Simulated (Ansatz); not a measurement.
SrF2 (fluorite, space group No. 225), LDA in the plane-wave PAW code Ansatz. The conduction-band minimum lies at Γ, with 1 equivalent valley. Second derivatives d²E/dk² of the lowest band at one valley (eV·Å²), along Cartesian directions:

| direction | d²E/dk² |
|---|---|
| [100] | 15.14 |
| [010] | 15.14 |
| [001] | 15.14 |
| [110] | 15.14 |
| [101] | 15.14 |
| [011] | 15.14 |

Q: Find the principal effective masses, the density-of-states mass and the conductivity mass.

A: Off-diagonal terms follow from H_xy = H[110] − (H_xx + H_yy)/2, and m*/mₑ = 7.620 eV·Å² over each eigenvalue: 0.50, 0.50, 0.50. One valley's DOS mass (m₁m₂m₃)^(1/3) = 0.50, conductivity mass 3/(Σ 1/mᵢ) = 0.50 mₑ.

Q: What effective density of states Nc follows at 300 K for parabolic valleys?

A: Nc = 2.509e19 × 1 × (0.50)^(3/2) ≈ 8.9e18 cm⁻³.

Q: With the computed static dielectric constant 6.68 (mean of the diagonal), estimate a hydrogenic donor's binding energy and radius.

A: E = 13.606 eV × 0.50/6.68² ≈ 150 meV; a = 0.529 Å × ε/m* ≈ 7.1 Å. Semilocal masses tend to be too small where the gap is.

Space group Fm-3m (fluorite). The cell was relaxed with LDA under the symmetry of its start; phonons on a q-mesh show no instability. Scalar-relativistic: spin–orbit coupling is off unless named, which matters more the heavier the elements.

Potentials: the later of the program's two PAW sets.
